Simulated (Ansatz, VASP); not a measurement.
**One calculation of PbF2, two programs**

Contents of POSCAR:

```
PbF2
1.0
    6.0240560000      0.0000000000      0.0000000000
    0.0000000000      3.0020500000      3.0112850000
    0.0000000000     -3.0020500000      3.0112850000
Pb F
2 4
Direct
    0.5000000000      0.9774790000      0.9774790000
    0.0000000000      0.4774790000      0.4774790000
    0.7647730000      0.9736080000      0.4586660000
    0.2352270000      0.4586660000      0.9736080000
    0.7352270000      0.4736080000      0.9586660000
    0.2647730000      0.9586660000      0.4736080000
```

INCAR.step1

```
SYSTEM = PbF2
PREC = Accurate
ENCUT = 520
ISMEAR = 0
SIGMA = 0.01
LREAL = .False.
LASPH = .True.
NELM = 60
NBANDS = 37
GGA = PE
ALGO = Normal
EDIFF = 1E-4
LWAVE = .True.
LCHARG = .False.
```

Contents of INCAR.step2:

```
SYSTEM = PbF2
PREC = Accurate
ENCUT = 520
EDIFF = 1E-6
ISMEAR = 0
SIGMA = 0.01
LREAL = .False.
LASPH = .True.
NELM = 60
ALGO = Normal
ISIF = 2
LWAVE = .False.
LCHARG = .True.
METAGGA = R2SCAN
LMIXTAU = .True.
LELF = .True.
LVHAR = .True.
NBANDS = 37
ISTART = 1
```

The input KPOINTS:

```
regular mesh
0
Gamma
  2 3 3
  0 0 0
```

Input for Ansatz:

```yaml
crystal:
  lattice:
    - [6.024056, 0.0, 0.0]
    - [0.0, 3.00205, 3.011285]
    - [0.0, -3.00205, 3.011285]
  atoms:
    - { symbol: Pb, position: [0.5, 0.977479, 0.977479] }
    - { symbol: Pb, position: [0.0, 0.477479, 0.477479] }
    - { symbol: F, position: [0.764773, 0.973608, 0.458666] }
    - { symbol: F, position: [0.235227, 0.458666, 0.973608] }
    - { symbol: F, position: [0.735227, 0.473608, 0.958666] }
    - { symbol: F, position: [0.264773, 0.958666, 0.473608] }
kpoints:
  mp_grid:
    grid: [2, 3, 3]
hamiltonian:
  xc: r2scan
  pseudopotentials:
    kind: paw
scf:
  occupations:
    method: fixed
output:
  eigenvalues: true
```

The cell is a database's computed one.

Alike in both runs: task single point; functional r2SCAN; k mesh 2 × 3 × 3; no spin polarisation.

|  | VASP | Ansatz |
| --- | --- | --- |
| version | VASP 6.6.1 | Ansatz 0.2.0 |
| potentials or method | VASP PAW PBE potentials, release 64 (Pb_d, F) | plane waves, PAW |
| plane-wave cutoff (eV) | 520 | 500 |
| occupations | gaussian, width 0.01 eV | fixed |
| valence electrons in the cell | 56 | 56 |

```tsv
	VASP	Ansatz	Ansatz less VASP
gap on the k mesh at the Fermi level (eV)	4.95	4.95	0.000
```

Caveats: the k mesh is coarse (spacing up to 0.52 Å⁻¹), so the values aren't converged; spin-orbit coupling is left out, which as a rule narrows the gap of such compounds by several tenths of an eV; an odd mesh through Γ misses points on the zone boundary, where band edges often lie. r2SCAN opens gaps a little over a GGA but as a rule still falls short of measured ones.
